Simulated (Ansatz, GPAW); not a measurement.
Given: the input of a run of GPAW 26.7.0 (ASE script) on CaO. The cell is a database's computed one, not the measured one.

The input run.py:

```python
from ase.dft.bandgap import bandgap
from ase.io import read, write
from ase.units import Bohr, GPa
from gpaw import GPAW, PW
from gpaw.elf import elf_from_dft_calculation

atoms = read('CaO.xyz')

calc = GPAW(mode=PW(800),
            xc='PBE',
            kpts={'size': (10, 10, 10), 'gamma': True},
            occupations={'name': 'methfessel-paxton', 'order': 0, 'width': 0.025},
            nbands=16,
            convergence={'density': 1e-05, 'energy': 1e-05},
            maxiter=150,
            txt='gpaw.txt')
atoms.calc = calc
energy = atoms.get_potential_energy()
forces = atoms.get_forces()
stress = atoms.get_stress()
calc.write('gs.gpw')
write('result.traj', atoms)
print(f'Energy: {energy:.6f} eV')
print('Forces (eV/A):')
print(forces.round(4))
print('Stress (GPa):', (stress / GPa).round(3))
print('Fermi level:', round(calc.get_fermi_level(), 4), 'eV')
print(f'Gap: {bandgap(calc)[0]:.4f} eV, direct: {bandgap(calc, direct=True)[0]:.4f} eV')

# fields on the real-space grid
write('density.cube', atoms, data=calc.get_pseudo_density() * Bohr**3)
write('potential.cube', atoms, data=calc.get_electrostatic_potential())
write('elf.cube', atoms, data=elf_from_dft_calculation(calc).data)
```

CaO.xyz

```xyz
2
Lattice="0.0000000000 2.4035556960 2.4035556960 2.4035556960 0.0000000000 2.4035556960 2.4035556960 2.4035556960 0.0000000000" Properties=species:S:1:pos:R:3 pbc="T T T"
Ca     0.0000000000      0.0000000000      0.0000000000
O      2.4035556960      2.4035556960      2.4035556960
```

Potentials or basis: GPAW PAW data sets (gpaw-data 1.2.1), pw.

The run is started by

```bash
$ OMP_NUM_THREADS=1 python run.py
```

**Question.** Translate it to Ansatz 0.2.0. Potentials or basis there: all-electron LAPW, scalar-relativistic.

**Answer.** As run (cutoffs and basis follow the program's own potentials, and thresholds, step limits or extra output files can differ):

File input.yaml:

```yaml
crystal:
  lattice:
    - [0.0, 2.403555696, 2.403555696]
    - [2.403555696, 0.0, 2.403555696]
    - [2.403555696, 2.403555696, 0.0]
  atoms:
    - { symbol: Ca, position: [0.0, 0.0, 0.0] }
    - { symbol: O, position: [0.5, 0.5, 0.5] }
kpoints:
  mp_grid: { grid: [10, 10, 10] }
scf:
  occupations: { method: gaussian, width: 0.025 }
hamiltonian:
  xc: pbe
  pseudopotentials: { kind: all_electron, lapw: { basis_error: 0.001 } }
output:
  forces: true
  stress: true
  eigenvalues: true
```

Potentials or basis: all-electron LAPW, scalar-relativistic.

Run with:

```console
$ ansatz run input.yaml --threads 1 --pin off --max-ram 3072MiB --backend cpu --events-out ev --progress --plain --runs-dir out
```

Both were run:

|  | GPAW | Ansatz |
| --- | --- | --- |
| Pressure | 2.2 GPa | 1.6 GPa |

Where Ansatz's input types no cutoff or centring, it takes its own default and a Γ-centred mesh.

Pressure is positive in compression.
